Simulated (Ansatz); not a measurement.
The elements of this relaxed crystal are hidden behind letters.

```
lattice vectors (Å)
   0.0000    3.2306    3.2306
   3.2306    0.0000    3.2306
   3.2306    3.2306    0.0000
fractional positions
X 0.7500 0.7500 0.7500
X 0.2500 0.2500 0.2500
X 0.0000 0.0000 0.0000
Z 0.5000 0.5000 0.5000
```

These are results of Ansatz 0.2.0, DFT PBE, scalar-relativistic, plane waves, PAW, not measurements. Settings of the last relaxation (4-atom cell): 420 eV, 12×12×12 k points, Gaussian smearing of 0.10 eV, collinear spin.

- Space group: Fm-3m (No. 225)
- Conventional cell: a = 6.461 Å
- Volume per atom: 16.86 Å³
- Density: 4.20 g/cm³
- Formation energy: −0.16 eV/atom
- Gap on the 12×12×12 mesh of the 4-atom cell: 0 eV (a metal)
- Net moment per atom: 0.49 μB

Energies are uncorrected and count from the elements' standard states at the same level.

Q: X is a d-block element of period 4 and Z is a p-block element of period 3. Which elements are they?

A: X = Ti, Z = Al, so the formula is Ti3Al, here in the BiF3 (D0_3) type. Density times volume gives a mean mass of 4.20 × 16.86/1.6605 = 42.6 u per atom, and this set has 42.6 u. Ti on a site of symmetry -43m is surrounded by 4 Al at 2.80 Å, 4 Ti at 2.80 Å and 6 Ti at 3.23 Å; Ti on a site of symmetry m-3m has 8 Ti at 2.80 Å and 6 Al at 3.23 Å; Al has 8 Ti at 2.80 Å and 6 Ti at 3.23 Å. Other sets within the hints have nearly the same mass, so mass alone doesn't settle it; this one was computed.

Another magnetic order may lie lower. Symmetry constrained the relaxation, so the result can be a saddle point. Another cell of Ti3Al relaxed alike but without spin, in P6_3/mmc (a cell as deposited in COD), lies 121 meV/atom lower, so this cell isn't the stable form at this level.
